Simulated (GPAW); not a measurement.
# FeO (Wuestite) in GPAW: the effect of fixed moment (muB a cell)

FeO (Wuestite):

```
CELL_PARAMETERS angstrom
0.00000 2.15540 2.15540
2.15540 0.00000 2.15540
2.15540 2.15540 0.00000
ATOMIC_POSITIONS crystal
Fe 0.00000 0.00000 0.00000
O 0.50000 0.50000 0.50000
```

Alike in all runs:

* Program: GPAW 26.7.0
* Task: single point
* Functional: PBE
* Potentials or basis: GPAW PAW data sets (gpaw-data 1.2.1)
* Cutoff: 800 eV
* Basis: pw
* k mesh: 11 × 11 × 11
* Occupations: fermi-dirac, width 0.05 eV

Problem. One run gave: energy over the lowest run 325.2 meV/atom; pressure -16.1 GPa. Which fixed moment (muB a cell) did it use?
A. 0
B. 3.75
C. 1.5
D. 0.75
E. 2.25

Solution. E.

```tsv
fixed moment (muB a cell)	spin	starting moments	fixed moment	energy over the lowest run (meV/atom)	pressure (GPa)
0	collinear spin, zero start	[0.0, 0.0] μB	0 μB	684.7	-24.8
0.75	collinear spin, ferromagnetic start	[0.75, 0.0] μB	0.75 μB	616.6	-20.9
1.5	collinear spin, ferromagnetic start	[1.5, 0.0] μB	1.5 μB	501.6	-21.1
2.25	collinear spin, ferromagnetic start	[2.25, 0.0] μB	2.25 μB	325.2	-16.1
3	collinear spin, ferromagnetic start	[3.0, 0.0] μB	3 μB	142.3	-10.1
3.75	collinear spin, ferromagnetic start	[3.75, 0.0] μB	3.75 μB	0.0	-2.3
```

Caveats: the total moment is fixed, so each spin has its own Fermi level; a cell with one magnetic atom can't hold antiferromagnetic order, which such compounds often take (some runs); the run has no moments, though such compounds are often magnetic (some runs); a magnetic state may lie lower (some runs).
